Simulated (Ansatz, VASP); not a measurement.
**Nb in VASP and in Ansatz**

INCAR

```
PREC = Accurate
ENCUT = 520
EDIFF = 1E-7
ISMEAR = -1
SIGMA = 0.05
LREAL = False
LASPH = True
NELM = 80
ALGO = Normal
ISIF = 2
LWAVE = False
LCHARG = True
GGA = PE
LELF = True
LVHAR = True
NBANDS = 12
```

Contents of KPOINTS:

```
Automatic mesh
0
Gamma
  11 11 11
```

POSCAR

```
Nb
1.0
   -1.6965847559      1.6965847559      1.6965847559
    1.6965847559     -1.6965847559      1.6965847559
    1.6965847559      1.6965847559     -1.6965847559
Nb
1
Direct
    0.0000000000      0.0000000000      0.0000000000
```

The input input.yaml:

```yaml
crystal:
  lattice:
    - [-1.6965847559, 1.6965847559, 1.6965847559]
    - [1.6965847559, -1.6965847559, 1.6965847559]
    - [1.6965847559, 1.6965847559, -1.6965847559]
  atoms:
    - { symbol: Nb, position: [0.0, 0.0, 0.0] }
kpoints:
  mp_grid: { grid: [11, 11, 11] }
scf:
  occupations: { method: fermi_dirac, width: 0.05 }
hamiltonian:
  xc: pbe
  pseudopotentials: { kind: all_electron, lapw: { basis_error: 0.0005 } }
output:
  forces: true
  stress: true
  eigenvalues: true
```

Change from the starting cell: volume scaled by 1.06.

Alike in both runs: task single point; functional PBE; k mesh 11 × 11 × 11; occupations fermi-dirac, width 0.05 eV; no spin polarisation.

```csv
,VASP,Ansatz
version,VASP 6.6.1,Ansatz 0.2.0
potentials or method,"VASP PAW PBE potentials, release 64 (Nb_sv)","all-electron LAPW, scalar-relativistic"
plane-wave cutoff (eV),520,see its input
```

VASP gave:

```
gap on the k mesh at the Fermi level (eV) : none
pressure (GPa)                            : -10.9
```

Question: What did Ansatz give for the same quantities?

Answer: gap on the k mesh at the Fermi level (eV): none; pressure (GPa): -10.7.

A gap of «none» marks a metal or a gap that the smearing closes. Ansatz ran all-electron here, so the differences hold the error of VASP's frozen core and of both bases.
